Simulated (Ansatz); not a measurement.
The cell is AlN in the wurtzite structure; cell and atoms were relaxed with r2SCAN. Al is surrounded by 4 N at 1.89–1.90 Å; N is surrounded by 4 Al at 1.89–1.90 Å.

Space group P6_3mc (No. 186). a = 3.107 Å, b = 3.107 Å, c = 4.979 Å, α = 90.00°, β = 90.00°, γ = 120.00°
```csv
atom,site,symmetry,x,y,z
Al,2b,3m.,0.3333,0.6667,0.9967
N,2b,3m.,0.3333,0.6667,0.3783
```

3 runs of Ansatz 0.2.0 on this cell differ in the functional (and in the settings that go with it). Levels are in eV from each run's valence top; v1 is the last filled band, c1 the first empty one.

Run A, mean stress -0.7 GPa (compression positive):
```tsv
point	v4	v3	v2	v1	c1	c2
Γ	-0.95	-0.23	-0.23	0.00	6.33	8.95
M	-3.64	-2.29	-1.90	-0.76	7.91	7.95
K	-4.11	-2.70	-2.59	-2.59	7.08	10.71
```

Run B, mean stress -1.5 GPa (compression positive):
```tsv
point	v4	v3	v2	v1	c1	c2
Γ	-1.16	-0.28	-0.28	0.00	13.55	16.35
M	-4.30	-2.77	-2.12	-0.93	14.90	15.00
K	-4.78	-3.22	-3.04	-3.04	13.96	18.24
```

Run C, mean stress -3.8 GPa (compression positive):
```tsv
point	v4	v3	v2	v1	c1	c2
Γ	-0.86	-0.21	-0.21	0.00	4.26	6.59
M	-3.37	-2.10	-1.80	-0.69	5.69	5.70
K	-3.81	-2.48	-2.40	-2.40	4.92	8.24
```

Question: Match the runs to LDA, PBE0, Hartree-Fock.

Answer: A is PBE0, B is Hartree-Fock, C is LDA. In order of the gap: LDA 4.26, PBE0 6.33, Hartree-Fock 13.55 eV.

Calculated for a static, non-magnetic cell.

The program warns that its thresholds are loose for a hybrid's stress.

The meshes of the hybrids are coarse, so their gaps aren't converged to the digits shown.
